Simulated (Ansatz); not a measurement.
CoO:

```xyz
2
Lattice="1.5055 0.8692 2.4399 -1.5055 0.8692 2.4399 0.0000 -1.7384 2.4399" Properties=species:S:1:pos:R:3 pbc="T T T"
Co    0.0000    0.0000    0.0000
O     0.0000    0.0000    3.6599
```

The cell is a database's computed one.

* Program: Ansatz 0.2.0
* Task: relaxation of cell and atoms
* Functional: revPBE
* Dispersion: D3(BJ)
* Potentials or basis: Ansatz PAW
* Cutoff: 420 eV (not typed: the program's choice for these potentials)
* k mesh: 11 × 11 × 11
* Occupations: fermi-dirac, width 0.05 eV
* Spin: collinear spin, ferromagnetic start
* Starting moments: [2.0, 0.0] μB

At the start: volume 9.58 Å³/atom.

**Question.** How do energy, volume and symmetry change on relaxing?

**Answer.** It ends after 19 steps and the volume is 9.65 Å³/atom (+0.8 %); space group R-3m (No. 166, to 0.05 Å); moment 2.93 μB per cell.

Step by step:
```csv
step,energy change (eV),largest force (eV/Å),volume (Å³)
1,0.0000,0.0000,19.16
2,-0.0003,0.0000,19.83
3,-0.0037,0.0000,19.78
4,-0.0064,0.0000,19.74
5,-0.0092,0.0000,19.71
6,-0.0123,0.0000,19.67
7,-0.0154,0.0000,19.63
8,-0.0228,0.0000,19.31
9,-0.0225,0.0000,19.51
10,-0.0266,0.0000,19.43
11,-0.0315,0.0000,19.28
12,-0.0316,0.0000,19.30
13,-0.0317,0.0000,19.30
14,-0.0317,0.0000,19.30
15,-0.0317,0.0000,19.30
16,-0.0336,0.0000,19.30
17,-0.0337,0.0000,19.30
18,-0.0337,0.0000,19.31
19,-0.0337,0.0000,19.31
```

Final structure:
```xyz
2
Lattice="1.5449 0.8919 2.3352 -1.5449 0.8919 2.3352 0.0000 -1.7838 2.3352" Properties=species:S:1:pos:R:3 pbc="T T T"
Co    0.0000    0.0000    0.0000
O     0.0000    0.0000    3.5028
```

Caveat: the plane-wave basis is chosen anew once the cell has moved, so the energies of steps on either side of that aren't comparable; the pressure holds a Pulay correction of +0.7 GPa for the finite cutoff; a cell with one magnetic atom can't hold antiferromagnetic order, which such compounds often take; pairwise dispersion overbinds metals, which lowers pressure and volume; the PAW data sets come from PBE, with cores solved anew for the run's functional, which leaves a small shift of forces and pressure.
